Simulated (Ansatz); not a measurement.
# BaTiO3: Electric field gradients

The cell is a refined structure from the COD whose atoms were relaxed with PBE, the cell held.

```yaml
crystal:
  lattice:
    - [4.00600, 0.00000, 0.00000]
    - [0.00000, 4.00600, 0.00000]
    - [0.00000, 0.00000, 4.00600]
  atoms:
    - { symbol: Ba, position: [0.50000, 0.50000, 0.50000] }
    - { symbol: Ti, position: [0.00000, 0.00000, 0.00000] }
    - { symbol: O, position: [0.50000, 0.00000, 0.00000] }
    - { symbol: O, position: [0.00000, 0.50000, 0.00000] }
    - { symbol: O, position: [0.00000, 0.00000, 0.50000] }
```

Atom numbers follow the list; atoms alike are taken as one site, whose name carries the number of the first.

Computed with Ansatz: DFT, r2SCAN, plane waves and PAW, scalar-relativistic, 500 eV cutoff, Γ-centred 8×8×8 k-points, Fermi–Dirac smearing 0.02 eV.

Conventions: |V_zz| ≥ |V_yy| ≥ |V_xx|, η = (V_xx − V_yy)/V_zz, C_Q = eQV_zz/h. ν_Q = 3|C_Q|/[2I(2I − 1)].

¹³⁵Ba: I = 3/2, Q = 153.0 mb; 49Ti: I = 7/2, Q = 247.0 mb; ¹⁷O: I = 5/2, Q = -25.58 mb. Q values from Pyykkö, Mol. Phys. 116, 1328 (2018).

Question: Give the quadrupolar parameters of the distinct sites.

Answer: 

```csv
site,atoms (order as listed),first shell,C_Q (MHz),η,ν_Q (MHz)
Ba,1,12 O at 2.83 Å,0,–,0
Ti,2,6 O at 2.00 Å,0,–,0
O,"3, 4, 5","2 Ti at 2.00 Å, angle 180°; also 4 Ba at 2.83 Å",-1.85,0.00,0.278
```

An axis of threefold or higher order runs through O, so V_zz lies along it and η is zero. Ba and Ti sit on a cubic site, where every gradient vanishes.

This high-symmetry form of BaTiO3 is unstable when cold, to polar off-centring of Ti. The symmetry of the cell holds that distortion back, wholly or in part, and it would change the field gradients, the more the larger the distortion.

Hardware: 1 thread of Arm Neoverse V1 (aarch64; 8 cores open to the job, memory cap 3.0 GiB, no GPU), a shared host with a load of 0.6 a core. Wall time 14 s, CPU time 14 s, peak memory 0.54 GiB.
